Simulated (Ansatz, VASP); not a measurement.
# One calculation of TaN, two programs

```
Ta N
1.0
     5.18500    0.00000    0.00000
    -2.59250    4.49034    0.00000
     0.00000    0.00000    2.90800
Ta N
3 3
Direct
  0.00000 0.00000 0.00000
  0.33333 0.66667 0.50000
  0.66667 0.33333 0.50000
  0.50000 0.00000 0.00000
  0.50000 0.50000 0.00000
  0.00000 0.50000 0.00000
```

Alike in both runs: task single point; functional LDA; k mesh 4 × 4 × 7; occupations gaussian, width 0.05 eV; collinear spin; Hubbard terms Ta d U = 4.0 eV.

|  | VASP | Ansatz |
| --- | --- | --- |
| version | VASP 6.6.1 | Ansatz 0.2.0 |
| potentials or method | VASP PAW LDA potentials, release 64 (Ta_pv, N) | scalar-relativistic, plane waves, PAW |
| plane-wave cutoff (eV) | 520 | 420 |
| valence electrons in the cell | 48 | 54 |

```csv
,VASP,Ansatz,Ansatz less VASP
gap on the k mesh at the Fermi level (eV),none,none,-
pressure (GPa),9.0,-1.2,-10.19
largest component of the traceless stress (GPa),1.06,3.45,+2.388
net moment per atom (μB),0.00,0.00,0.000
```

The programs project onto different local orbitals, so the same U acts differently. A gap of «none» marks a metal or a gap that the smearing closes. The two sets of potentials don't hold the same shells in valence. Ansatz warned: «filled_band_counts_differ_across_k_points».

The runs have no spin-orbit coupling, so splittings on Ta are missing. The state reached can hang on the start; a lower one may exist.
